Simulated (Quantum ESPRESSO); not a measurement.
## TiB2: zone-centre phonons under several settings

```
CELL_PARAMETERS angstrom
3.02920 0.00000 0.00000
-1.51460 2.62336 0.00000
0.00000 0.00000 3.22840
ATOMIC_POSITIONS crystal
Ti 0.00000 0.00000 0.00000
B 0.66667 0.33333 0.50000
B 0.33333 0.66667 0.50000
```

All runs used Quantum ESPRESSO 7.5; k mesh 10 × 10 × 8; relaxed cell; no spin polarisation.

```tsv
level	potentials	cutoff (eV)	occupations	volume (Å³/atom)	lowest optical mode without the field (cm⁻¹)	highest optical mode without the field (cm⁻¹)
PBEsol	GBRV 1.5 PBEsol	612	cold, width 0.272 eV	8.38	524	900
PBE	JTH 2.0 PBE	490	cold, width 0.272 eV	?	?	?
LDA	JTH 2.0 LDA	490	methfessel-paxton, width 0.272 eV	8.19	535	911
```

**Question.** What stands in the row left open?

**Answer.** Volume 8.58 Å³/atom; lowest optical mode without the field 507 cm⁻¹; highest optical mode without the field 883 cm⁻¹.

Caveats: the mesh is thin for the phonons of a metal; the cutoff is low for these files, which shifts pressure and relaxed volume (some runs).

For the row left open. Caveat: the mesh is thin for the phonons of a metal; the cutoff is low for these files, which shifts pressure and relaxed volume.
